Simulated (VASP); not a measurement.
# Si3C (R3m) in VASP: further runs

One crystal, Si3C, is run at these levels: PBE, r2SCAN; tasks: relaxation of cell and atoms.

Everything below comes from runs of VASP 6.6.1. Logs are shortened: lines on timing, memory, paths and dates and some standing lists are left out, and cuts for length are marked.

## Step 1: The structure

It takes space group R3m (No. 160, trigonal). The conventional cell has a = 3.517 Å, b = 3.517 Å, c = 17.232 Å, α = 90.00°, β = 90.00°, γ = 120.00°. C (site symmetry 3m) has 4 Si at 2.15 Å as nearest neighbours. Around Si (site symmetry 3m) lie 4 Si at 2.15 Å. Si (site symmetry 3m) is surrounded by 1 C at 2.15 Å and 3 Si at 2.15 Å. Si (site symmetry 3m) is surrounded by 3 C at 2.15 Å and 1 Si at 2.15 Å.

The cell comes from a database or a generator and needn't be the stable form of this composition.

## Step 2: Relaxation of cell and atoms, PBE

Input file INCAR:

```
SYSTEM = Si3C
PREC     = Accurate       ! precision mode
ENCUT    = 600            ! plane-wave cutoff, eV
EDIFF    = 1E-6           ! SCF threshold, eV
ISMEAR   = 0              ! smearing method
SIGMA    = 0.02           ! smearing width, eV
LREAL    = .False.        ! projectors in reciprocal space
LASPH    = .True.         ! aspherical terms in the spheres
NELM     = 100            ! most SCF steps
ALGO     = Fast           ! electronic algorithm
ISIF     = 3              ! what is computed and relaxed
LWAVE    = .False.        ! write WAVECAR
LCHARG   = .False.        ! write CHGCAR
GGA      = PE             ! functional
IBRION   = 2              ! ionic algorithm
NSW      = 40             ! ionic steps
EDIFFG   = -0.01          ! ionic threshold
```

Input file KPOINTS:

```
Automatic mesh
0
Gamma
  8 8 8
  0 0 0
```

Input file POSCAR:

```
Si3C
1.0
    0.0000000000     -2.4872308900     -2.4872308900
   -2.4872308900      0.0000000000     -2.4872308900
    2.4872308900      2.4872308900     -4.9744617800
C Si
1 3
Direct
    0.8750000000      0.8750000000      0.3750000000
    0.3750000000      0.3750000000      0.8750000000
    0.7500000000      0.7500000000      0.7500000000
    0.2500000000      0.2500000000      0.2500000000
```

Potentials or basis: VASP PAW PBE potentials, release 64 (C, Si).

Run with:

```bash
cat potpaw_PBE.64/C/POTCAR potpaw_PBE.64/Si/POTCAR > POTCAR
mpirun -np 1 vasp_std > vasp.out
```

OUTCAR:

```text
SYSTEM = Si3C
   PREC = Accurate
   ENCUT = 600
   EDIFF = 1E-6
   ISMEAR = 0
   LREAL = .False.
   LASPH = .True.
   NELM = 100
   ISIF = 3
   GGA = PE
   IBRION = 2
   NSW = 40
   EDIFFG = -0.01

 ion  position               nearest neighbor table
   1  0.875  0.875  0.375-   3 2.15   4 2.15   4 2.15   4 2.15
   2  0.375  0.375  0.875-   3 2.15   4 2.15   3 2.15   3 2.15
   3  0.750  0.750  0.750-   2 2.15   2 2.15   1 2.15   2 2.15
   4  0.250  0.250  0.250-   1 2.15   1 2.15   1 2.15   2 2.15

  LATTYP: Found a trigonal (rhomboedric) cell.
 ALAT       =     6.0924465530
 COS(alpha) =     0.8333333333

  Lattice vectors:

 A1 = (   2.4872308900,   4.9744617800,  -2.4872308900)
 A2 = (   4.9744617800,   2.4872308900,  -2.4872308900)
 A3 = (   2.4872308900,   2.4872308900,  -4.9744617800)

Analysis of symmetry for initial positions (statically):
=====================================================================
 Subroutine PRICEL returns:
 Original cell was already a primitive cell.

 Routine SETGRP: Setting up the symmetry group for a
 trigonal (rhombohedral) supercell.

 Subroutine GETGRP returns: Found  6 space group operations
 (whereof  6 operations were pure point group operations)
 out of a pool of 12 trial point group operations.

The static configuration has the point symmetry C_3v.

Analysis of symmetry for dynamics (positions and initial velocities):
=====================================================================
 Subroutine PRICEL returns:
 Original cell was already a primitive cell.

 Routine SETGRP: Setting up the symmetry group for a
 trigonal (rhombohedral) supercell.

 Subroutine GETGRP returns: Found  6 space group operations
 (whereof  6 operations were pure point group operations)
 out of a pool of 12 trial point group operations.

The dynamic configuration has the point symmetry C_3v.

 Subroutine INISYM returns: Found  6 space group operations
 (whereof  6 operations are pure point group operations),
 and found     1 'primitive' translations

----------------------------------------------------------------------------------------

                                     Primitive cell

  volume of cell :      61.5472

  direct lattice vectors                    reciprocal lattice vectors
     0.000000000 -2.487230890 -2.487230890     0.100513387 -0.301540160 -0.100513387
    -2.487230890  0.000000000 -2.487230890    -0.301540160  0.100513387 -0.100513387
     2.487230890  2.487230890 -4.974461780     0.100513387  0.100513387 -0.100513387

  length of vectors
     3.517475657  3.517475657  6.092446553     0.333365190  0.333365190  0.174094292

  position of ions in fractional coordinates (direct lattice)
     0.875000000  0.875000000  0.375000000
     0.375000000  0.375000000  0.875000000
     0.750000000  0.750000000  0.750000000
     0.250000000  0.250000000  0.250000000

  ion indices of the primitive-cell ions
   primitive index   ion index
                 1           1
                 2           2
                 3           3
                 4           4

----------------------------------------------------------------------------------------

 KPOINTS: Automatic mesh

Automatic generation of k-mesh.
 Grid dimensions read from file:
 generate k-points for:    8    8    8

 Generating k-lattice:

  Cartesian coordinates                     Fractional coordinates (reciprocal lattice)
     0.012564173 -0.037692520 -0.012564173     0.125000000  0.000000000  0.000000000
    -0.037692520  0.012564173 -0.012564173     0.000000000  0.125000000  0.000000000
     0.012564173  0.012564173 -0.012564173     0.000000000  0.000000000  0.125000000

  Length of vectors
     0.041670649  0.041670649  0.021761787

  Shift w.r.t. Gamma in fractional coordinates (k-lattice)
     0.000000000  0.000000000  0.000000000

 Subroutine IBZKPT returns following result:
 ===========================================

 Found     65 irreducible k-points:

 Following reciprocal coordinates:
            Coordinates               Weight
  0.000000  0.000000  0.000000      1.000000
  0.125000  0.000000  0.000000      6.000000
  0.250000  0.000000  0.000000      6.000000
  0.375000  0.000000 -0.000000      6.000000
  0.500000  0.000000  0.000000      3.000000
  0.125000  0.125000  0.000000      6.000000
[... 16 lines left out ...]
  0.250000  0.000000  0.125000      6.000000
  0.375000  0.000000  0.125000      6.000000
 [... further k-points ...]
   k-points           NKPTS =     65   k-points in BZ     NKDIM =     65   number of bands    NBANDS=     12
   number of dos      NEDOS =    301   number of ions     NIONS =      4
   total plane-waves  NPLWV =  39200
   dimension x,y,z NGX =    28 NGY =   28 NGZ =   50
   dimension x,y,z NGXF=    56 NGYF=   56 NGZF=  100
   ions per type =               1   3
   NGX,Y,Z   is equivalent  to a cutoff of  13.23, 13.23, 13.64 a.u.
   NGXF,Y,Z  is equivalent  to a cutoff of  26.47, 26.47, 27.29 a.u.
 SYSTEM =  Si3C
   PREC   = accura    normal or accurate (medium, high low for compatibility)
   ISTART =      0    job   : 0-new  1-cont  2-samecut
   ICHARG =      2    charge: 1-file 2-atom 10-const
   ISPIN  =      1    spin polarized calculation?
   LNONCOLLINEAR =      F non collinear calculations
   LSORBIT =      F    spin-orbit coupling
   LASPH  =      T    aspherical Exc in radial PAW
   ENCUT  =  600.0 eV  44.10 Ry    6.64 a.u.   7.03  7.03 12.17*2*pi/ulx,y,z
   NELM   =    100;   NELMIN=  2; NELMDL= -5     # of ELM steps
   EDIFF  = 0.1E-05   stopping-criterion for ELM
   LREAL  =      F    real-space projection
   EDIFFG = -.1E-01   stopping-criterion for IOM
   NSW    =     40    number of steps for IOM
   IBRION =      2    ionic relax: 0-MD 1-quasi-New 2-CG
   NFREE  =      1    steps in history (QN), initial steepest desc. (CG)
   ISIF   =      3    stress and relaxation
   ISYM   =      2    0-nonsym 1-usesym 2-fastsym
   POTIM  = 0.5000    time-step for ionic-motion
   TEBEG  =    0.0;   TEEND  =   0.0 temperature during run
   PSTRESS=    0.0 pullay stress
   NELECT =      16.0000    total number of electrons
   NUPDOWN=      -1.0000    fix difference up-down
   EMIN   =  10.00;   EMAX   =-10.00  energy-range for DOS
   EFERMI =   0.00;   METHOD = LEGACY
   ISMEAR =     0;   SIGMA  =   0.02  broadening in eV -4-tet -1-fermi 0-gaus
   EFERMI_NEDOS =   21; number of points for ismear=-14 and -15
   IALGO  =     68    algorithm
   IMIX   =      4    mixing-type and parameters
     AMIX     =   0.40;   BMIX     =  1.00
     AMIX_MAG =   1.60;   BMIX_MAG =  1.00
  volume/ion in A,a.u.               =      15.39       103.84
  Fermi-wavevector in a.u.,A,eV,Ry     =   1.044829  1.974441 14.853052  1.091669
  Thomas-Fermi vector in A             =   2.179599
   LORBIT       =      0    0 simple, 1 ext, 2 COOP (PROOUT), +10 PAW based schemes
   GGA     = PE    functional components
   LHFCALC =     F    Hartree Fock is set to
   AEXX    =    0.0000 exact exchange contribution
   IVDW    =     0    specifies the selected vdW correction
   LEPSILON=     F    determine dielectric tensor
   LRPA    =     F    only Hartree local field effects (RPA)
 conjugate gradient relaxation of ions
 non-spin polarized calculation
 RMM-DIIS sequential band-by-band and
 Gauss-broadening in eV      SIGMA  =   0.02
  energy-cutoff  :      600.00
  volume of cell :       61.55
 maximum number of plane-waves:      2069
   NGX = 13   NGY = 13   NGZ = 25

--------------------------------------- Ionic step        1  -------------------------------------------

 number of electron      15.9999999 magnetization

 Free energy of the ion-electron system (eV)
  ---------------------------------------------------
  ext. energy  EPLUGINS =         0.00000000
  ---------------------------------------------------
  free energy    TOTEN  =       -23.16949399 eV

  energy without entropy =      -23.16949399  energy(sigma->0) =      -23.16949399

------------------------ aborting loop because EDIFF is reached ----------------------------------------

  FORCE on cell =-STRESS in cart. coord.  units (eV):
  Direction    XX          YY          ZZ          XY          YZ          ZX
  --------------------------------------------------------------------------------------
  -------------------------------------------------------------------------------------
  Total        1.8976430      1.8976430      1.8976430      0.0016537     -0.0016537     -0.0016537
  in kB       49.3988458     49.3988458     49.3988458      0.0430476     -0.0430476     -0.0430476
  external PRESSURE =      49.3988458 kB  Pullay stress =       0.0000000 kB
[... 61 lines left out ...]
  energy  without entropy=      -23.9918551766  energy(sigma->0) =      -23.99193400

--------------------------------------- Ionic step        3  -------------------------------------------

 number of electron      16.0000000 magnetization

 E-fermi :   6.6700     XC(G=0):  -9.8774

 val. band max:        6.6506123876   @ k =   0.0000   0.0000   0.2500
 cond. band min:       6.6922024138   @ k =   0.5000   0.5000   0.1250
 fundamental gap:      0.0415900262
 Fermi energy:         6.6700388386

 k-point     1 :       0.0000    0.0000    0.0000
  band No.  band energies     occupation
      1      -7.2435      2.00000
      2      -4.1491      2.00000
      3      -1.2679      2.00000
      4       4.0560      2.00000
      5       4.0560      2.00000
      6       5.8867      2.00000
      7       6.3262      2.00000
      8       6.7984      0.00000
      9       6.7984      0.00000
     10       9.5338      0.00000
     11       9.8046      0.00000
     12       9.8047      0.00000
[... 376 lines left out ...]
  FREE ENERGIE OF THE ION-ELECTRON SYSTEM (eV)
  ---------------------------------------------------
  free  energy   TOTEN  =       -24.0215498000 eV

  energy  without entropy=      -24.0214748646  energy(sigma->0) =      -24.02151233

[... ionic steps 4 to 13 ...]

--------------------------------------- Ionic step       14  -------------------------------------------

 number of electron      16.0000000 magnetization

------------------------ aborting loop because EDIFF is reached ----------------------------------------

  FORCE on cell =-STRESS in cart. coord.  units (eV):
  Direction    XX          YY          ZZ          XY          YZ          ZX
  --------------------------------------------------------------------------------------
  -------------------------------------------------------------------------------------
  Total        0.0083555      0.0083555      0.0083555      0.0018099     -0.0018099     -0.0018099
  in kB        0.2291680      0.2291680      0.2291680      0.0496394     -0.0496394     -0.0496394
  external PRESSURE =       0.2291680 kB  Pullay stress =       0.0000000 kB
[... 61 lines left out ...]
  energy  without entropy=      -24.2692153507  energy(sigma->0) =      -24.26932327

--------------------------------------- Ionic step       16  -------------------------------------------

 number of electron      16.0000000 magnetization

 Free energy of the ion-electron system (eV)
  ---------------------------------------------------
  ext. energy  EPLUGINS =         0.00000000
  ---------------------------------------------------
  free energy    TOTEN  =       -24.26945566 eV

  energy without entropy =      -24.26923855  energy(sigma->0) =      -24.26934711

 E-fermi :   8.1475     XC(G=0): -10.3803

 val. band max:        8.1269197393   @ k =  -0.3750   0.5000   0.2500
 cond. band min:       8.1548378339   @ k =   0.3750   0.3750   0.0000
 fundamental gap:      0.0279180945
 Fermi energy:         8.1474818304

 k-point     1 :       0.0000    0.0000    0.0000
  band No.  band energies     occupation
      1      -7.1421      2.00000
      2      -3.6722      2.00000
      3      -1.0988      2.00000
      4       5.0263      2.00000
      5       5.0263      2.00000
      6       6.2427      2.00000
      7       8.2658      0.00000
      8       9.1695      0.00000
      9       9.1695      0.00000
     10      10.5128      0.00000
     11      11.6259      0.00000
     12      11.6259      0.00000
[... 376 lines left out ...]
  FREE ENERGIE OF THE ION-ELECTRON SYSTEM (eV)
  ---------------------------------------------------
  free  energy   TOTEN  =       -24.2694556647 eV

  energy  without entropy=      -24.2692385542  energy(sigma->0) =      -24.26934711

 reached required accuracy - stopping structural energy minimisation
```

Run time: 5.9 min. Hardware: 1 thread of Intel Xeon Platinum 8259CL at 2.50GHz (Skylake/Cascade Lake), shared host; peak memory 0.23 GiB.

Results:

- Free energy: -24.2695 eV
- Relaxed volume: 14.61 Å³/atom
- Relaxed cell: a = 3.361 Å, b = 3.361 Å, c = 6.280 Å, α = 74.48°, β = 74.48°, γ = 60.00°
- Space group after relaxing (to 0.05 Å): R3m (No. 160)
- Energy gained by relaxing: 275.0 meV/atom
- Ionic steps: 16
- Pressure after relaxing: 0.0 GPa
- Largest force after relaxing: 0.005 eV/Å
- Band gap on the k mesh: none (metal or under the smearing width)

Forces in eV/Å, atoms in the order of the input:
```
C    0.001  0.001 -0.001
Si  -0.003 -0.003  0.003
Si   0.001  0.001 -0.001
Si   0.001  0.001 -0.001
```

The path:
| step | energy change (eV) | largest force (eV/Å) | pressure (GPa) | volume (Å³) |
| --- | --- | --- | --- | --- |
| 1 | 0.0000 | 4.7302 | 4.94 | 61.55 |
| 2 | -0.8225 | 0.9188 | -8.40 | 65.87 |
| 3 | -0.8521 | 1.1772 | -6.90 | 65.14 |
| 4 | -0.9941 | 1.0038 | 1.65 | 59.76 |
| 5 | -1.0134 | 0.4558 | -0.93 | 61.03 |
| 6 | -1.0693 | 0.5903 | 0.74 | 59.50 |
| 7 | -1.0728 | 0.6209 | 1.45 | 58.99 |
| 8 | -1.0907 | 0.2879 | -1.03 | 59.24 |
| 9 | -1.0908 | 0.2455 | -0.80 | 59.22 |
| 10 | -1.0908 | 0.2639 | -0.89 | 59.23 |
| 11 | -1.0985 | 0.1894 | -0.46 | 58.65 |
| 12 | -1.0985 | 0.1997 | -0.43 | 58.62 |
| 13 | -1.0985 | 0.1921 | 0.49 | 58.22 |
| 14 | -1.0999 | 0.0209 | 0.02 | 58.42 |
| 15 | -1.0999 | 0.0173 | 0.01 | 58.42 |
| 16 | -1.1000 | 0.0047 | 0.00 | 58.43 |

Final structure:
```xyz
4
Lattice="0.0000 -2.3764 -2.3764 -2.3764 0.0000 -2.3764 2.6564 2.6564 -5.0329" Properties=species:S:1:pos:R:3 pbc="T T T"
C    -1.0752   -1.0752   -6.0541
Si    1.4857    1.4857   -6.2386
Si    0.0315    0.0315   -7.1608
Si    0.1879    0.1879   -2.5644
```

## Step 3: Relaxation of cell and atoms, r2SCAN

Input file INCAR:

```
PREC = Accurate ; ENCUT = 600
EDIFF = 1E-6 ; ISMEAR = 0
SIGMA = 0.02 ; LREAL = False
LASPH = True ; NELM = 60
ALGO = Normal ; ISIF = 3
LWAVE = False ; LCHARG = False
METAGGA = R2SCAN ; LMIXTAU = True
IBRION = 2 ; NSW = 40
EDIFFG = -0.005
```

Input file KPOINTS:

```
regular mesh
0
Gamma
  8 8 8
```

POSCAR is that of step 2.

Potentials or basis: VASP PAW PBE potentials, release 64 (C, Si).

Run with:

```bash
cat potpaw_PBE.64/C/POTCAR potpaw_PBE.64/Si/POTCAR > POTCAR
mpirun -np 1 vasp_std > vasp.out
```

Run time: 17 min. Hardware: 1 thread of Intel Xeon 6975P-C (Granite Rapids), shared host; peak memory 0.23 GiB.

The run converged. Its results:

```
Free energy                            : -35.0652 eV
Relaxed volume                         : 14.65 Å³/atom
Relaxed cell                           : a = 3.397 Å, b = 3.397 Å, c = 6.183 Å, α = 74.06°, β = 74.06°, γ = 60.00°
Space group after relaxing (to 0.05 Å) : R3m (No. 160)
Energy gained by relaxing              : 270.1 meV/atom
Ionic steps                            : 16
Pressure after relaxing                : 0.0 GPa
Largest force after relaxing           : 0.004 eV/Å
Band gap on the k mesh                 : none (metal or under the smearing width)
```

Forces in eV/Å, atoms in the order of the input:
```
C   -0.002 -0.002  0.002
Si  -0.002 -0.002  0.002
Si   0.002  0.002 -0.002
Si   0.002  0.002 -0.002
```

The path:
```csv
step,energy change (eV),largest force (eV/Å),pressure (GPa),volume (Å³)
1,0.0000,4.8458,3.13,61.55
2,-0.8458,1.1867,-8.16,64.26
3,-0.8749,1.0714,-7.04,63.83
4,-0.9837,1.3140,3.35,58.27
5,-1.0215,0.4895,-0.58,60.01
6,-1.0709,0.4020,0.75,58.85
7,-1.0710,0.3943,0.86,58.78
8,-1.0771,0.1481,-0.97,59.15
9,-1.0773,0.1023,-0.61,59.07
10,-1.0773,0.1151,-0.74,59.09
11,-1.0793,0.1890,-0.44,58.74
12,-1.0794,0.1526,-0.50,58.81
13,-1.0798,0.1083,0.41,58.44
14,-1.0804,0.0235,0.01,58.60
15,-1.0804,0.0256,0.00,58.60
16,-1.0804,0.0043,0.02,58.60
```

Final structure:
```
C Si
1.0
     0.00000   -2.40202   -2.40202
    -2.40202    0.00000   -2.40202
     2.58489    2.58489   -4.98691
C Si
1 3
Direct
  0.87394 0.87394 0.37819
  0.37167 0.37167 0.88498
  0.76545 0.76545 0.70365
  0.23894 0.23894 0.28317
```

Levels at points of the mesh, in eV from the Fermi level:
```csv
k point,band 5,band 6,band 7,band 8,band 9,band 10,band 11,band 12
"(0.00, 0.00, 0.00)",-3.46,-1.93,0.13,0.59,0.59,2.62,3.40,3.40
"(0.50, 0.00, 0.00)",-5.81,-5.17,-4.88,-2.02,0.77,1.87,2.87,5.23
"(0.50, 0.50, 0.00)",-5.00,-4.96,-2.81,-1.54,-0.64,0.69,2.06,3.49
"(0.00, 0.00, 0.50)",-3.45,-3.45,0.30,0.30,1.17,2.74,3.86,3.86
```

Caveat: the PAW data sets were made with another functional, which shifts forces and pressure a little.
